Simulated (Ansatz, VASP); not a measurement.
In in VASP and in Ansatz

```
In
1.0
    -1.63298    1.63298    2.30967
     1.63298   -1.63298    2.30967
     1.63298    1.63298   -2.30967
In
1
Direct
  0.00000 0.00000 0.00000
```

Alike in both runs: functional LDA; k mesh 18 × 18 × 18; occupations gaussian, width 0.1 eV; no spin polarisation.

Ansatz relaxed the structure, and its values are those at the end. VASP's run is a single point on that final structure, the one shown.

|  | VASP | Ansatz |
| --- | --- | --- |
| version | VASP 6.6.1 | Ansatz 0.2.0 |
| potentials or method | VASP PAW LDA potentials, release 64 (In_d) | scalar-relativistic, plane waves, PAW |
| plane-wave cutoff (eV) | 520 | 420 |
| valence electrons in the cell | 13 | 13 |

Ansatz gave:

| Quantity | Value |
| --- | --- |
| gap on the k mesh at the Fermi level (eV) | none |
| pressure (GPa) | 0.0 |

Q: Estimate VASP's values.

A: gap on the k mesh at the Fermi level (eV): none; pressure (GPa): 0.1.

A gap of «none» marks a metal or a gap that the smearing closes.
